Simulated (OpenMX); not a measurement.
AlO:

```
Al O
1.0
     2.76919    0.00000    0.00000
     0.00000    2.76919    0.00000
     0.00000    0.00000    2.76919
Al O
1 1
Direct
  0.50000 0.50000 0.50000
  0.00000 0.00000 0.00000
```

The cell was built by a generator and needn't be a form met in nature.

Base run:

```yaml
Program: OpenMX 3.8.5
Functional: PBE
Potentials_or_basis: OpenMX 2013 PBE set, Al7.0-s2p2d1, O6.0-s2p2d1, grid cutoff 400 Ry
k_mesh: 7 × 7 × 7
Occupations: fermi-dirac, width 0.05 eV
Spin: no spin polarisation
```

Its results: pressure 1.1 GPa.

The run is repeated on the same cell with these changes: functional from PBE to LDA; potentials or basis from OpenMX 2013 PBE set, Al7.0-s2p2d1, O6.0-s2p2d1, grid cutoff 400 Ry to OpenMX 2013 LDA set, Al7.0-s2p2d1, O6.0-s2p2d1, grid cutoff 400 Ry. What comes out?

Pressure -7.0 GPa.

Caveats: the basis of atomic orbitals isn't converged, which shifts pressures, moduli and gaps; an odd number of electrons without spin polarisation forces a metal; a magnetic or distorted state may lie lower.

Not every run made on this cell is shown here.
